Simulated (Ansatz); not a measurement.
# MoS2: the cost of one run

Program: Ansatz 0.2.0. Level of theory: DFT PBE+D3(BJ), scalar-relativistic, plane waves, PAW. These are calculated values, not measurements.

15 further runs of the same task are left out: 15 set aside as unsound or not needed.

### Step 1. The starting structure

Symmetry: R3m, No. 160, trigonal system. Conventional cell: a = 3.163 Å, b = 3.163 Å, c = 18.370 Å, α = 90.00°, β = 90.00°, γ = 120.00°. Around Mo (site symmetry 3m) lie 6 S at 2.36 Å. S (site symmetry 3m) is surrounded by 3 Mo at 2.36 Å.

Structure file:

```
Mo S
1.0
     1.58150    0.91308    6.12333
    -1.58150    0.91308    6.12333
     0.00000   -1.82616    6.12333
Mo S
1 2
Cartesian
  0.0000 0.0000 0.0000
  0.0000 0.0000 13.7481
  0.0000 0.0000 10.7446
```

Source of the structure: the Crystallography Open Database.

### Step 6. The grid

The energy is mapped over volume and the cell's shape.

The axes are (1) volume per atom: 7 values from 14.46 to 19.97 Å³; (2) c/a of the conventional cell: 7 values from 4.757 to 6.846.

Nothing else is relaxed (fractional coordinates fixed). Energies count from the relaxed crystal. Points are written as (first, second).

(The set-up runs are not shown.)

### Step 7. Grid point (14.46 Å³, 4.757)

Input file input.yaml:

```yaml
crystal:
  lattice:
    - [1.5805781269, 0.9125472071, 5.0126454718]
    - [-1.5805781269, 0.9125472071, 5.0126454718]
    - [0.0, -1.8250944142, 5.0126454718]
  atoms:
    - { symbol: Mo, position: [1.72156e-05, 1.72156e-05, 1.72156e-05] }
    - { symbol: S, position: [0.7535368444, 0.7535368444, 0.7535368444] }
    - { symbol: S, position: [0.57974594, 0.57974594, 0.57974594] }
basis:
  ecutwfc: 420
kpoints:
  mp_grid: { grid: [12, 12, 12] }
hamiltonian:
  xc: pbe
  pseudopotentials: { kind: paw, azcp: { folder: soft_1 } }
  dispersion: d3bj
scf:
  occupations: { method: gaussian, width: 0.05 }
output:
  forces: true
  stress: true
  eigenvalues: true
```

On the command line:

```console
> ansatz run input.yaml --threads 1 --pin off --max-ram 2048MiB --backend cpu --events-out ev --progress --plain --runs-dir out
```

Q: Estimate wall time and peak memory on 1 thread of Arm Neoverse V1, shared host.

About 15 s, with a peak of 0.41 GiB.
